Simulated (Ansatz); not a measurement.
# C62N: the cost of one run

Computed with Ansatz 0.2.0 (DFT PBE, scalar-relativistic, plane waves, PAW, and further levels as typed in the inputs, unless a step's input says otherwise).

## Step 1: The system as given

Symmetry: R3m, No. 160, trigonal system. Conventional cell: a = 10.102 Å, b = 10.102 Å, c = 12.372 Å, α = 90.00°, β = 90.00°, γ = 120.00°. N (site symmetry 3m) is surrounded by 3 C at 1.55 Å. C (site symmetry m) is surrounded by 1 N at 1.55 Å and 3 C at 1.55 Å. C (site symmetry m) is surrounded by 4 C at 1.55 Å. Around C (site symmetry 1) lie 4 C at 1.55 Å. Only part of the 19 independent sites is listed.

The input asks for a charge of -1 e on the cell.

Structure file:

```cif
data_structure
_symmetry_space_group_name_H-M 'P 1'
_symmetry_Int_Tables_number 1
_cell_length_a 7.1432
_cell_length_b 7.1432
_cell_length_c 7.1432
_cell_angle_alpha 90.000
_cell_angle_beta 90.000
_cell_angle_gamma 90.000
_cell_volume 364.48
loop_
_atom_site_label
_atom_site_type_symbol
_atom_site_fract_x
_atom_site_fract_y
_atom_site_fract_z
_atom_site_occupancy
N1 N 0.12500 0.12500 0.12500 1
C1 C 0.00000 0.25000 0.25000 1
C2 C 0.12500 0.37500 0.37500 1
C3 C 0.25000 0.00000 0.25000 1
C4 C 0.37500 0.12500 0.37500 1
C5 C 0.25000 0.25000 0.00000 1
C6 C 0.37500 0.37500 0.12500 1
C7 C 0.00000 0.00000 0.50000 1
C8 C 0.12500 0.12500 0.62500 1
C9 C 0.00000 0.25000 0.75000 1
C10 C 0.12500 0.37500 0.87500 1
C11 C 0.25000 0.00000 0.75000 1
C12 C 0.37500 0.12500 0.87500 1
C13 C 0.25000 0.25000 0.50000 1
C14 C 0.37500 0.37500 0.62500 1
C15 C 0.00000 0.50000 0.00000 1
C16 C 0.12500 0.62500 0.12500 1
C17 C 0.00000 0.75000 0.25000 1
C18 C 0.12500 0.87500 0.37500 1
C19 C 0.25000 0.50000 0.25000 1
C20 C 0.37500 0.62500 0.37500 1
C21 C 0.25000 0.75000 0.00000 1
C22 C 0.37500 0.87500 0.12500 1
C23 C 0.00000 0.50000 0.50000 1
C24 C 0.12500 0.62500 0.62500 1
C25 C 0.00000 0.75000 0.75000 1
C26 C 0.12500 0.87500 0.87500 1
C27 C 0.25000 0.50000 0.75000 1
C28 C 0.37500 0.62500 0.87500 1
C29 C 0.25000 0.75000 0.50000 1
C30 C 0.37500 0.87500 0.62500 1
C31 C 0.50000 0.00000 0.00000 1
C32 C 0.62500 0.12500 0.12500 1
C33 C 0.50000 0.25000 0.25000 1
C34 C 0.62500 0.37500 0.37500 1
C35 C 0.75000 0.00000 0.25000 1
C36 C 0.87500 0.12500 0.37500 1
C37 C 0.75000 0.25000 0.00000 1
C38 C 0.87500 0.37500 0.12500 1
C39 C 0.50000 0.00000 0.50000 1
C40 C 0.62500 0.12500 0.62500 1
C41 C 0.50000 0.25000 0.75000 1
C42 C 0.62500 0.37500 0.87500 1
C43 C 0.75000 0.00000 0.75000 1
C44 C 0.87500 0.12500 0.87500 1
C45 C 0.75000 0.25000 0.50000 1
C46 C 0.87500 0.37500 0.62500 1
C47 C 0.50000 0.50000 0.00000 1
C48 C 0.62500 0.62500 0.12500 1
C49 C 0.50000 0.75000 0.25000 1
C50 C 0.62500 0.87500 0.37500 1
C51 C 0.75000 0.50000 0.25000 1
C52 C 0.87500 0.62500 0.37500 1
C53 C 0.75000 0.75000 0.00000 1
C54 C 0.87500 0.87500 0.12500 1
C55 C 0.50000 0.50000 0.50000 1
C56 C 0.62500 0.62500 0.62500 1
C57 C 0.50000 0.75000 0.75000 1
C58 C 0.62500 0.87500 0.87500 1
C59 C 0.75000 0.50000 0.75000 1
C60 C 0.87500 0.62500 0.87500 1
C61 C 0.75000 0.75000 0.50000 1
C62 C 0.87500 0.87500 0.62500 1
```

## Step 2: Relaxing the atoms: C62N defect cell, total moment held at 2 μB, charge -1

The input, input.yaml:

```yaml
crystal:
  lattice:
    - [7.1432, 0.0, 0.0]
    - [0.0, 7.1432, 0.0]
    - [0.0, 0.0, 7.1432]
  atoms:
    - { symbol: "N", position: [0.125, 0.125, 0.125] }
    - { symbol: C, position: [0.0, 0.25, 0.25] }
    - { symbol: C, position: [0.125, 0.375, 0.375] }
    - { symbol: C, position: [0.25, 0.0, 0.25] }
    - { symbol: C, position: [0.375, 0.125, 0.375] }
    - { symbol: C, position: [0.25, 0.25, 0.0] }
    - { symbol: C, position: [0.375, 0.375, 0.125] }
    - { symbol: C, position: [0.0, 0.0, 0.5] }
    - { symbol: C, position: [0.125, 0.125, 0.625] }
    - { symbol: C, position: [0.0, 0.25, 0.75] }
    - { symbol: C, position: [0.125, 0.375, 0.875] }
    - { symbol: C, position: [0.25, 0.0, 0.75] }
    - { symbol: C, position: [0.375, 0.125, 0.875] }
    - { symbol: C, position: [0.25, 0.25, 0.5] }
    - { symbol: C, position: [0.375, 0.375, 0.625] }
    - { symbol: C, position: [0.0, 0.5, 0.0] }
    - { symbol: C, position: [0.125, 0.625, 0.125] }
    - { symbol: C, position: [0.0, 0.75, 0.25] }
    - { symbol: C, position: [0.125, 0.875, 0.375] }
    - { symbol: C, position: [0.25, 0.5, 0.25] }
    - { symbol: C, position: [0.375, 0.625, 0.375] }
    - { symbol: C, position: [0.25, 0.75, 0.0] }
    - { symbol: C, position: [0.375, 0.875, 0.125] }
    - { symbol: C, position: [0.0, 0.5, 0.5] }
    - { symbol: C, position: [0.125, 0.625, 0.625] }
    - { symbol: C, position: [0.0, 0.75, 0.75] }
    - { symbol: C, position: [0.125, 0.875, 0.875], spin: 0.66 }
    - { symbol: C, position: [0.25, 0.5, 0.75] }
    - { symbol: C, position: [0.375, 0.625, 0.875] }
    - { symbol: C, position: [0.25, 0.75, 0.5] }
    - { symbol: C, position: [0.375, 0.875, 0.625] }
    - { symbol: C, position: [0.5, 0.0, 0.0] }
    - { symbol: C, position: [0.625, 0.125, 0.125] }
    - { symbol: C, position: [0.5, 0.25, 0.25] }
    - { symbol: C, position: [0.625, 0.375, 0.375] }
    - { symbol: C, position: [0.75, 0.0, 0.25] }
    - { symbol: C, position: [0.875, 0.125, 0.375] }
    - { symbol: C, position: [0.75, 0.25, 0.0] }
    - { symbol: C, position: [0.875, 0.375, 0.125] }
    - { symbol: C, position: [0.5, 0.0, 0.5] }
    - { symbol: C, position: [0.625, 0.125, 0.625] }
    - { symbol: C, position: [0.5, 0.25, 0.75] }
    - { symbol: C, position: [0.625, 0.375, 0.875] }
    - { symbol: C, position: [0.75, 0.0, 0.75] }
    - { symbol: C, position: [0.875, 0.125, 0.875], spin: 0.66 }
    - { symbol: C, position: [0.75, 0.25, 0.5] }
    - { symbol: C, position: [0.875, 0.375, 0.625] }
    - { symbol: C, position: [0.5, 0.5, 0.0] }
    - { symbol: C, position: [0.625, 0.625, 0.125] }
    - { symbol: C, position: [0.5, 0.75, 0.25] }
    - { symbol: C, position: [0.625, 0.875, 0.375] }
    - { symbol: C, position: [0.75, 0.5, 0.25] }
    - { symbol: C, position: [0.875, 0.625, 0.375] }
    - { symbol: C, position: [0.75, 0.75, 0.0] }
    - { symbol: C, position: [0.875, 0.875, 0.125], spin: 0.66 }
    - { symbol: C, position: [0.5, 0.5, 0.5] }
    - { symbol: C, position: [0.625, 0.625, 0.625] }
    - { symbol: C, position: [0.5, 0.75, 0.75] }
    - { symbol: C, position: [0.625, 0.875, 0.875] }
    - { symbol: C, position: [0.75, 0.5, 0.75] }
    - { symbol: C, position: [0.875, 0.625, 0.875] }
    - { symbol: C, position: [0.75, 0.75, 0.5] }
    - { symbol: C, position: [0.875, 0.875, 0.625] }
magnetization:
  spin_polarized: true
  initial_magnetization: 2.0
  spin_locking: { lock_magnetization: hard }
total_charge: -1
scf:
  occupations: { method: fixed }
output:
  forces: true
  stress: false
  eigenvalues: true
  populations: true
  efg: { quadrupole_moments_barn: { "N": 0.02044 } }
  write_density: true
  write_potential: true
  elf: true
  volumetric_format: npy
kpoints:
  mp_grid: { grid: [2, 2, 2] }
relax:
  f_tol: 0.01
  max_steps: 30
hamiltonian:
  pseudopotentials: { kind: paw, azcp: { folder: soft_1 } }
```

Run with:

```
$ ansatz run input.yaml --threads 8 --pin off --max-ram 24576MiB --backend cpu --events-out ev --progress --plain --runs-dir out
```

What time and memory should one allow on 8 threads of Intel Xeon Platinum 8488C (Sapphire Rapids), shared host?

About 25 s, with a peak of 2.4 GiB.
